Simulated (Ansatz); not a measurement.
Born–Oppenheimer molecular dynamics of a periodic cell of 17 atoms, Si16O (host Si, host structure diamond, interstitial O). It starts from a relaxed structure.

The calculation used DFT LDA, scalar-relativistic, plane waves, PAW (Ansatz). Settings: PAW set soft_1, cutoff 420 eV, k mesh 2x2x2, fermi-dirac smearing 0.05 eV, spin collinear.

```json
{"ensemble": "NVT, Langevin thermostat", "time step": "1 fs", "steps asked": "200", "set temperature": "900 K", "friction": "1 /fs", "seed": "791656"}
```

First frame:

```xyz
17
Lattice="0.0000 5.4300 5.4300 5.4300 0.0000 5.4300 5.4300 5.4300 0.0000" Properties=species:S:1:pos:R:3
Si -0.023 0.032 -0.059
Si 1.337 1.272 1.424
Si 2.856 2.369 0.067
Si 3.860 4.157 1.146
Si 2.692 -0.058 2.750
Si 4.022 1.385 4.031
Si 5.158 2.753 2.479
Si 6.556 4.042 3.812
Si -0.003 2.599 2.815
Si 1.341 4.040 4.093
Si 2.691 5.421 2.752
Si 4.261 6.502 4.175
Si 2.668 2.667 5.459
Si 4.041 3.931 6.885
Si 5.555 5.166 5.572
Si 6.734 6.764 6.833
O 7.367 8.076 9.582
```

Question: What does the run give?

Answer: All steps were run.

```
steps done                                               : 200
time covered                                             : 200 fs
mean temperature over the second half                    : 883 K
spread of the potential energy over the second half      : 9.3 meV per atom
mean potential energy of the second half above the start : 66.1 meV per atom
```

A run of 0.2 ps of so small a system gives no equilibrium averages. The friction is so strong that the motion is overdamped, so the time scale means little. Limits of this set-up: coarse k mesh, PAW files made for another functional, a small cell, in which the defect meets its images.

Question: What happens to the structure?

Answer: Mean squared displacements from the first frame to the last, about the centre of mass: Si 0.01 Å², O 0.02 Å². This is one draw of velocities; another would differ in detail.

Question: How do temperature and energy run in time?

Answer: 
```csv
time (fs),T (K),potential energy less start (eV)
0,847,0.000
6,846,0.080
12,1036,0.219
18,831,0.435
24,556,0.792
30,1018,0.804
36,819,0.648
42,624,0.602
48,799,0.594
54,950,0.602
60,768,0.603
66,1022,0.609
72,840,0.701
78,917,0.721
84,889,0.729
90,660,0.894
96,626,0.808
102,920,0.817
108,576,0.904
114,848,0.977
120,882,0.981
126,1187,1.070
132,744,1.020
138,836,1.077
144,795,1.147
150,560,1.190
156,695,1.209
162,957,1.196
168,1395,1.422
174,813,1.441
180,900,1.289
186,835,1.200
192,944,1.073
198,973,1.044
```

Run time: 8.9 min on 1 thread of Intel(R) Xeon(R) 6975P-C (Granite Rapids), with other jobs on the host, peak memory 0.61 GiB.
